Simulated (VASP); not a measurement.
# Ga: electric field gradients, by functional and GGA

Ga, Cmce (no. 64), 4 atoms in the cell.

| Functional | GGA | LASPH | Vzz of the first element (V/Å²) | Time (s) |
|---|---|---|---|---|
| LDA | CA | True | -44.92 | 54 |
| PBE | PE | True | -44.66 | 57 |
| PBEsol | PS | True | -44.24 | 53 |
| RPBE | RP | True | -44.93 | 48 |
| r2SCAN | default | True | -49.29 | 196 |
| SCAN | default | True | -39.27 | 385 |
| TPSS | default | True | -46.13 | 179 |
| PBE | PE | False | -44.49 | 48 |

## Input of the first row

INCAR:
```
  ALGO = Normal
  EDIFF = 1E-7
  ENCUT = 450
  GGA = CA
  ISMEAR = 1
  KPAR = 4
  LASPH = True
  LCHARG = False
  LEFG = True
  LREAL = False
  LWAVE = False
  NELM = 120
  PREC = Accurate
  QUAD_EFG = 171
  SIGMA = 0.1
```

KPOINTS:
```
k-points
0
Gamma
  9 9 7
```

POSCAR:
```
Ga
1.0
    2.2615000000     -3.8305000000      0.0000000000
    2.2615000000      3.8305000000      0.0000000000
    0.0000000000      0.0000000000      4.5240000000
Ga
4
Direct
    0.3451000000      0.6549000000      0.4190000000
    0.1549000000      0.8451000000      0.9190000000
    0.6549000000      0.3451000000      0.5810000000
    0.8451000000      0.1549000000      0.0810000000
```

Commands:
```
cat potpaw_LDA.64/Ga_d/POTCAR > POTCAR
mpirun -np 4 vasp_std > vasp.out
```

Changes of the last row against the first:
```
- GGA = CA
- LASPH = True
+ GGA = PE
+ LASPH = False
- cat potpaw_LDA.64/Ga_d/POTCAR > POTCAR
+ cat potpaw_PBE.64/Ga_d/POTCAR > POTCAR
```

VASP 6.6.1 took 54 s on 4 cores (Intel Xeon Platinum 8488C (Sapphire Rapids)), a shared host.
